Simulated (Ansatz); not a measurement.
**Al in Ansatz: the effect of functional**

The system is Al, a slab with vacuum.

```xyz
5
Lattice="2.8271 0.0000 0.0000 -1.4135 2.4483 0.0000 0.0000 0.0000 24.1860" Properties=species:S:1:pos:R:3 pbc="T T T"
Al    0.0000    0.0000    7.5000
Al    0.0000    1.6322    9.7965
Al    0.0000    0.0000   12.0930
Al    1.4135    0.8161   14.3895
Al    0.0000    0.0000   16.6860
```

Alike in all runs:

- Program: Ansatz 0.2.0
- Task: single point
- Potentials or basis: all-electron LAPW, scalar-relativistic
- Basis error allowed: 0.002 eV/atom
- k mesh: 11 × 11 × 1
- Occupations: fermi-dirac, width 0.05 eV
- Spin: no spin polarisation

Problem. One run gave: largest force 0.19 eV/Å; work function 4.10 eV. Which functional did it use?
A. PBE
B. LDA
C. PBEsol

Solution. C.

```csv
functional,cutoff,largest force (eV/Å),work function (eV)
PBE,121 eV (chosen from the basis error),0.26,4.05
LDA,122 eV (chosen from the basis error),0.10,4.21
PBEsol,122 eV (chosen from the basis error),0.19,4.10
```
